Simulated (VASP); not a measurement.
# BeTe (F-43m) in VASP: notebook, part 2 of 2

VASP 6.6.1. The steps go on from the part before.

## Step 3: Relaxation of cell and atoms, PBE

This run uses another cell than the first one, of 22.77 Å³/atom, 0.990 times its volume.

INCAR reads:

```
ALGO = Normal
EDIFF = 1E-7
EDIFFG = -0.005
ENCUT = 520
GGA = PE
IBRION = 2
ISIF = 3
ISMEAR = 0
LASPH = True
LCHARG = False
LREAL = False
LWAVE = False
NELM = 120
NSW = 60
POTIM = 0.3
PREC = Accurate
SIGMA = 0.03
```

KPOINTS reads:

```
k-points
0
Gamma
  7 7 7
```

POSCAR reads:

```
BeTe                                    
1.0
    0.0000000000      2.8342600870      2.8342600870
    2.8342600870      0.0000000000      2.8342600870
    2.8342600870      2.8342600870      0.0000000000
  Be              Te            
     1     1
Direct
     0.0000000000000000    0.0000000000000000    0.0000000000000000
     0.2500000000000000    0.2500000000000000    0.2500000000000000
```

Potentials or basis: VASP PAW PBE potentials, release 64 (Be, Te).

Launch:

```
$ cat potpaw_PBE.64/Be/POTCAR potpaw_PBE.64/Te/POTCAR > POTCAR
$ mpirun -np 1 vasp_std > vasp.out
```

It took 8.7 s on 1 thread of Intel Xeon Platinum 8259CL at 2.50GHz (Skylake/Cascade Lake), shared host; peak memory 0.16 GiB.

Results (log left out):

```yaml
Free_energy: -7.6232 eV
Pressure_after_relaxing: 0.0 GPa
Band_gap_on_the_k_mesh: 2.07 eV, indirect (least direct gap 3.63 eV)
```

Final structure:
```cif
data_structure
_symmetry_space_group_name_H-M 'P 1'
_symmetry_Int_Tables_number 1
_cell_length_a 4.0082
_cell_length_b 4.0082
_cell_length_c 4.0082
_cell_angle_alpha 60.000
_cell_angle_beta 60.000
_cell_angle_gamma 60.000
_cell_volume 45.54
loop_
_atom_site_label
_atom_site_type_symbol
_atom_site_fract_x
_atom_site_fract_y
_atom_site_fract_z
_atom_site_occupancy
Be1 Be 0.00000 0.00000 0.00000 1
Te1 Te 0.25000 0.25000 0.25000 1
```

Levels at points of the mesh, in eV from the valence-band top:
```csv
k point,band 2,band 3,band 4,band 5,band 6,band 7
"(0.00, 0.00, 0.00)",0.00,0.00,0.00,3.63,3.63,3.63
```

Caveat: the relaxation stopped at its first step, so nothing moved; spin-orbit coupling is left out, which moves the levels of the heavy elements; an odd mesh through Γ misses points on the zone boundary, where band edges often lie.

## Step 4: Single point, r2SCAN

This run uses another cell than the first one, of 22.77 Å³/atom, 0.990 times its volume.

INCAR reads:

```
PREC = Accurate ; ENCUT = 520
EDIFF = 1E-6 ; ISMEAR = 0
SIGMA = 0.03 ; LREAL = False
LASPH = True ; NELM = 150
ALGO = Normal ; ISIF = 2
LWAVE = False ; LCHARG = False
METAGGA = R2SCAN ; LMIXTAU = True
```

KPOINTS reads:

```
Automatic mesh
0
Gamma
  7 7 7
```

POSCAR is that of step 3.

Launch:

```
$ cat potpaw_PBE.64/Be/POTCAR potpaw_PBE.64/Te/POTCAR > POTCAR
$ mpirun -np 1 vasp_std > vasp.out
```

Wall time 43 s (1 thread of Intel Xeon Platinum 8259CL at 2.50GHz (Skylake/Cascade Lake), shared host); peak memory 0.17 GiB.

It converged, with:

```
Free energy            : -30.6838 eV
Pressure               : -0.2 GPa
Band gap on the k mesh : 2.43 eV, indirect (least direct gap 4.04 eV)
```

Levels at points of the mesh, in eV from the valence-band top:
```
           k point  band 1  band 2  band 3  band 4  band 5  band 6  band 7  band 8
(0.00, 0.00, 0.00)  -12.65    0.00    0.00    0.00    4.04    4.04    4.04    4.36
```

Caveat: the PAW data sets were made with another functional, which shifts forces and pressure a little; spin-orbit coupling is left out, which moves the levels of the heavy elements; an odd mesh through Γ misses points on the zone boundary, where band edges often lie.

## Step 5: Relaxation of cell and atoms, PBE

This run uses another cell than the first one, of 21.25 Å³/atom, 0.924 times its volume.

INCAR reads:

```
ALGO = Normal
EDIFF = 1E-6
EDIFFG = -0.01
ENCUT = 520
GGA = PE
IBRION = 2
ISIF = 3
ISMEAR = 0
LASPH = True
LCHARG = False
LREAL = False
LWAVE = False
NELM = 120
NSW = 90
PREC = Accurate
SIGMA = 0.03
```

KPOINTS reads:

```
k-points
0
Gamma
  8 8 8
```

POSCAR reads:

```
BeTe
1.0
    0.0000000000      2.7699999800      2.7699999800
    2.7699999800      0.0000000000      2.7699999800
    2.7699999800      2.7699999800      0.0000000000
Be Te
1 1
Direct
    0.0000000000      0.0000000000      0.0000000000
    0.7500000000      0.7500000000      0.7500000000
```

Launch:

```
$ cat potpaw_PBE.64/Be/POTCAR potpaw_PBE.64/Te/POTCAR > POTCAR
$ mpirun -np 1 vasp_std > vasp.out
```

It took 24 s on 1 thread of Intel Xeon Platinum 8259CL at 2.50GHz (Skylake/Cascade Lake), shared host; peak memory 0.17 GiB.

It converged, with:

```yaml
Free_energy: -7.6244 eV
Relaxed_volume: 22.76 Å³/atom
Relaxed_cell: a = 4.008 Å, b = 4.008 Å, c = 4.008 Å, α = 60.00°, β = 60.00°, γ = 60.00°
Space_group_after_relaxing_to_0.05_Å: F-43m (No. 216)
Energy_gained_by_relaxing: 19.8 meV/atom
Ionic_steps: 3
Pressure_after_relaxing: 0.0 GPa
Band_gap_on_the_k_mesh: 2.02 eV, indirect (least direct gap 3.63 eV)
```

Step by step:
| step | energy change (eV) | largest force (eV/Å) | pressure (GPa) | volume (Å³) |
| --- | --- | --- | --- | --- |
| 1 | 0.0000 | 0.0000 | 4.45 | 42.51 |
| 2 | -0.0377 | 0.0000 | -0.85 | 46.25 |
| 3 | -0.0396 | 0.0000 | 0.00 | 45.52 |

Final structure:
```
Be Te
1.0
     0.00000    2.83399    2.83399
     2.83399    0.00000    2.83399
     2.83399    2.83399    0.00000
Be Te
1 1
Direct
  0.00000 0.00000 0.00000
  0.75000 0.75000 0.75000
```

Levels at points of the mesh, in eV from the valence-band top:
| k point | band 1 | band 2 | band 3 | band 4 | band 5 | band 6 | band 7 | band 8 |
| --- | --- | --- | --- | --- | --- | --- | --- | --- |
| (0.00, 0.00, 0.00) | -12.17 | 0.00 | 0.00 | 0.00 | 3.63 | 3.63 | 3.63 | 3.68 |
| (0.50, 0.00, 0.00) | -10.88 | -5.42 | -1.10 | -1.10 | 3.03 | 4.60 | 4.60 | 7.82 |
| (0.50, 0.50, 0.00) | -10.40 | -5.01 | -2.57 | -2.57 | 2.02 | 2.69 | 9.58 | 9.58 |

Caveat: spin-orbit coupling is left out, which moves the levels of the heavy elements.

## Step 6: Relaxation of cell and atoms, PBE

This run uses another cell than the first one, of 22.76 Å³/atom, 0.989 times its volume.

INCAR reads:

```
ALGO = Normal
EDIFF = 1E-7
EDIFFG = -0.005
ENCUT = 520
GGA = PE
IBRION = 2
ISIF = 3
ISMEAR = 0
LASPH = True
LCHARG = False
LREAL = False
LWAVE = False
NELM = 120
NSW = 60
POTIM = 0.3
PREC = Accurate
SIGMA = 0.03
```

KPOINTS is that of step 5.

POSCAR reads:

```
BeTe                                    
1.0
    0.0000000000      2.8339925459      2.8339925459
    2.8339925459     -0.0000000000      2.8339925459
    2.8339925459      2.8339925459     -0.0000000000
  Be              Te            
     1     1
Direct
     0.0000000000000000    0.0000000000000000    0.0000000000000000
     0.7500000000000000    0.7500000000000000    0.7500000000000000
```

Potentials or basis: VASP PAW PBE potentials, release 64 (Be, Te).

Launch:

```
$ cat potpaw_PBE.64/Be/POTCAR potpaw_PBE.64/Te/POTCAR > POTCAR
$ mpirun -np 1 vasp_std > vasp.out
```

Wall time 11 s (1 thread of Intel Xeon Platinum 8259CL at 2.50GHz (Skylake/Cascade Lake), shared host); peak memory 0.17 GiB.

Results (log left out):

```yaml
Free_energy: -7.6245 eV
Pressure_after_relaxing: 0.0 GPa
Band_gap_on_the_k_mesh: 2.02 eV, indirect (least direct gap 3.63 eV)
```

Final structure:
```
Be Te
1.0
     0.00000    2.83399    2.83399
     2.83399    0.00000    2.83399
     2.83399    2.83399    0.00000
Be Te
1 1
Cartesian
  0.0000 0.0000 0.0000
  4.2510 4.2510 4.2510
```

Levels at points of the mesh, in eV from the valence-band top:
| k point | band 2 | band 3 | band 4 | band 5 | band 6 | band 7 |
| --- | --- | --- | --- | --- | --- | --- |
| (0.00, 0.00, 0.00) | 0.00 | 0.00 | 0.00 | 3.63 | 3.63 | 3.63 |
| (0.50, 0.00, 0.00) | -5.42 | -1.10 | -1.10 | 3.03 | 4.60 | 4.60 |
| (0.50, 0.50, 0.00) | -5.01 | -2.57 | -2.57 | 2.02 | 2.69 | 9.58 |

Caveat: the relaxation stopped at its first step, so nothing moved; spin-orbit coupling is left out, which moves the levels of the heavy elements.

## Step 7: Overview

```tsv
task	level	cell	k mesh	gap on the mesh (eV)	pressure (GPa)
relaxation of cell and atoms	PBE	relaxed	7 × 7 × 7	2.07	0.0
single point	r2SCAN	F-43m, 22.77 Å³/atom	7 × 7 × 7	2.43	-0.2
relaxation of cell and atoms	PBE	relaxed	8 × 8 × 8	2.02	0.0
```

Alike in all rows: potentials or basis VASP PAW PBE potentials, release 64 (Be, Te); no spin polarisation; cutoff (eV) 520; smearing gaussian 0.03 eV.

Caveats: spin-orbit coupling is left out, which moves the levels of the heavy elements; the relaxation stopped at its first step, so nothing moved (some runs); an odd mesh through Γ misses points on the zone boundary, where band edges often lie (some runs); the PAW data sets were made with another functional, which shifts forces and pressure a little (some runs).

Absolute energies hang on the potentials; compare differences alone.
